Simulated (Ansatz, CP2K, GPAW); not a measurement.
Nb3Sn: equilibrium volume by level of theory

**What was measured.** The equilibrium volume of Nb3Sn (Pm-3n) is reported as 18.54 Å³/atom (a printed reference work). The runs below try to reproduce it.

```
CELL_PARAMETERS angstrom
5.28210 0.00000 0.00000
0.00000 5.28210 0.00000
0.00000 0.00000 5.28210
ATOMIC_POSITIONS crystal
Sn 0.50000 0.50000 0.50000
Sn 0.00000 0.00000 0.00000
Nb 0.00000 0.50000 0.25000
Nb 0.00000 0.50000 0.75000
Nb 0.50000 0.25000 0.00000
Nb 0.75000 0.00000 0.50000
Nb 0.50000 0.75000 0.00000
Nb 0.25000 0.00000 0.50000
```

| rung | level | program and potentials | cutoff (eV) | k mesh | smearing | task | core time | chip | equilibrium volume (Å³/atom) | miss | notes |
| --- | --- | --- | --- | --- | --- | --- | --- | --- | --- | --- | --- |
| GGA | PBEsol | Ansatz, Ansatz PAW | 420 | 5 × 5 × 5 | fermi-dirac 0.05 | relaxation of cell and atoms | 29 s | AMD EPYC 7R13 Zen 3 | 18.19 | -1.9 % | potentials made for PBE, which Ansatz adapts in part |
| LDA | LDA | GPAW, the program's PAW data sets (release 1.2.1) made for this functional | 600 | 4 × 4 × 4 | fermi-dirac 0.05 | equation of state | 13 min | Arm Neoverse V1 | 17.65 | -4.8 % | - |
| GGA | PBE | GPAW, GPAW PAW data sets (gpaw-data 1.2.1) | 600 | 4 × 4 × 4 | fermi-dirac 0.05 | equation of state | 13 min | Arm Neoverse V1 | 18.70 | +0.9 % | - |
| GGA | PBE | CP2K, POTENTIAL_UZH Sn GTH-PBE-q4, Nb GTH-PBE-q13; TZVP-MOLOPT-PBE-GTH basis | - | 5 × 5 × 5 | fermi-dirac 0.05 | equation of state | 18 min | Arm Neoverse V2 | 19.06 | +2.8 % | atomic basis |
| GGA | PBEsol | CP2K, POTENTIAL_UZH Sn GTH-PBE-q4, Nb GTH-PBE-q13; TZVP-MOLOPT-PBE-GTH basis | - | 5 × 5 × 5 | fermi-dirac 0.05 | equation of state | 20 min | Arm Neoverse V2 | 18.61 | +0.4 % | atomic basis; potentials made for PBE |

Times are single runs on shared hosts and different chips, so they are rough; meshes, cutoffs and the tasks' sizes weigh on the time. All rows: no spin polarisation. Smearing widths are in eV. For a metal such meshes aren't converged. Meshes differ between rows, which moves values too. Meshes are those of the run's cell of 8 atoms unless a note names another. Relaxations start from the cell shown or near it and stop with a little pressure left. The cell shown, of 18.42 Å³ an atom, is the runs' start and not the measured value. Misses use the values as printed. Runs on faulty files, with rough fits or with known faults for this quantity aren't shown. No row holds spin-orbit coupling.

By rung: LDA 17.65; GGA 18.19 to 18.70; GGA in atomic bases 18.61 to 19.06 (Å³/atom). Measured: 18.54 Å³/atom (a printed reference work). Closest, coarse meshes and atomic bases left aside, is PBE with GPAW, GPAW PAW data sets (gpaw-data 1.2.1) (+0.9 %). The runs are for a static lattice, while measurements hold temperature and zero-point motion.
